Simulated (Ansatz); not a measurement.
**Course of a relaxation: PbS**

A trial structure of PbS was built thus: 6-connected net, two elements alternating (P6_3/mmc, No. 194). Lengths were set from tabulated atomic sizes, so they are only a guess.

```cif
data_structure
_symmetry_space_group_name_H-M 'P 1'
_symmetry_Int_Tables_number 1
_cell_length_a 3.5510
_cell_length_b 3.5510
_cell_length_c 6.6661
_cell_angle_alpha 90.000
_cell_angle_beta 90.000
_cell_angle_gamma 120.000
_cell_volume 72.79
loop_
_atom_site_label
_atom_site_type_symbol
_atom_site_fract_x
_atom_site_fract_y
_atom_site_fract_z
_atom_site_occupancy
Pb1 Pb 0.66667 0.33333 0.75000 1
Pb2 Pb 0.33333 0.66667 0.25000 1
S1 S 0.00000 0.00000 0.00000 1
S2 S 0.00000 0.00000 0.50000 1
```

Computed with Ansatz, DFT PBE, scalar-relativistic, plane waves, PAW. Cutoff 420 eV, Gaussian smearing, Γ-centred meshes. Cell and atoms relax first on a coarse mesh and then on a converged one. In between, the cell is made exact in the group found at 0.06 Å. The steps can't lower the symmetry of their start. No spin polarisation.

Steps on the 6×6×4 mesh (4 atoms, 9 steps). The free energy counts from the last step; the plane-wave basis is renewed at times, which shifts energy and pressure.

```
step  ΔF (meV/atom)  V (Å³/atom)  P (GPa)
   1          880.1        18.20    45.18
   2          355.9        20.74    22.74
   3          102.8        23.34     9.77
   4            9.9        26.31     1.00
   5            7.5        26.77     0.19
   6            7.2        26.82     0.02
   7            0.6        26.82     0.52
   8            0.0        27.08     0.08
   9            0.0        27.08     0.08
```

The relaxed structure, after a last relaxation on the converged mesh:

```cif
data_structure
_symmetry_space_group_name_H-M 'P6_3/mmc'
_symmetry_Int_Tables_number 194
_cell_length_a 4.1286
_cell_length_b 4.1286
_cell_length_c 7.3563
_cell_angle_alpha 90.000
_cell_angle_beta 90.000
_cell_angle_gamma 120.000
_cell_volume 108.59
loop_
_atom_site_label
_atom_site_type_symbol
_atom_site_symmetry_multiplicity
_atom_site_Wyckoff_symbol
_atom_site_fract_x
_atom_site_fract_y
_atom_site_fract_z
_atom_site_occupancy
Pb1 Pb 2 c 0.66667 0.33333 0.75000 1
S1 S 2 a 0.00000 0.00000 0.00000 1
```

The symmetry stays P6_3/mmc (No. 194). The end has the anti-nickel arsenide type. The volume per atom grows by 49.2 %, from 18.2 to 27.1 Å³. The shortest distance goes from 2.64 Å (Pb–S) to 3.01 Å (Pb–S). The energy falls by about 0.88 eV/atom (the start's value is from the coarse mesh). Around Pb lie 6 S at 3.01 Å; around S lie 6 Pb at 3.01 Å.

```json
{
 "Volume per atom": "27.15 Å³",
 "Density": "7.32 g/cm³",
 "Energy over the elements": "−0.467 eV/atom",
 "Gap on the 12×12×6 mesh of the 4-atom cell": "0.26 eV"
}
```

Formation energies are uncorrected and refer to the elements' standard structures at the same level.

The last run used Gaussian smearing of 0.01 eV. These runs have no spin–orbit coupling, which can matter for Pb. Kohn–Sham gaps at this level usually fall short of measured ones. The missing spin–orbit coupling can work the other way here. The reference form of S is held partly by dispersion forces, which this level lacks. Small gaps are read on the mesh alone, and bands can cross between its points. A structure relaxed within its symmetry needn't be a true minimum. In all, the 3 runs took 68 s on 1 thread of Arm Neoverse V1, with other jobs on the host.
